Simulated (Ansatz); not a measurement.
## Bi in Ansatz: the effect of functional

The system is Bi.

```xyz
4
Lattice="4.5955 0.0000 0.0000 0.0000 4.4652 0.0000 -0.3413 0.0000 6.4239" Properties=species:S:1:pos:R:3 pbc="T T T"
Bi    0.8996    1.1163    4.8098
Bi    3.3545    3.3489    1.6141
Bi    1.0634    1.1163    1.5988
Bi    3.1908    3.3489    4.8251
```

The cell isn't the ideal one: volume scaled by 0.96.

Alike in all runs:

| Quantity | Value |
| --- | --- |
| Program | Ansatz 0.2.0 |
| Task | single point |
| Potentials or basis | Ansatz PAW |
| k mesh | 6 × 6 × 4 |
| Occupations | fermi-dirac, width 0.05 eV |
| Spin | no spin polarisation |

Task: One run gave: pressure -0.6 GPa. Which functional did it use?
A. LDA
B. r2SCAN
C. PBE

Result: A.

| functional | cutoff | pressure (GPa) |
| --- | --- | --- |
| LDA | 420 eV (not typed: the program's choice for these potentials) | -0.6 |
| r2SCAN | 500 eV (not typed: the program's choice for these potentials) | 2.4 |
| PBE | 420 eV (not typed: the program's choice for these potentials) | 3.5 |

Caveats: the PAW data sets come from PBE, with cores solved anew for the run's functional, which leaves a small shift of forces and pressure (some runs).
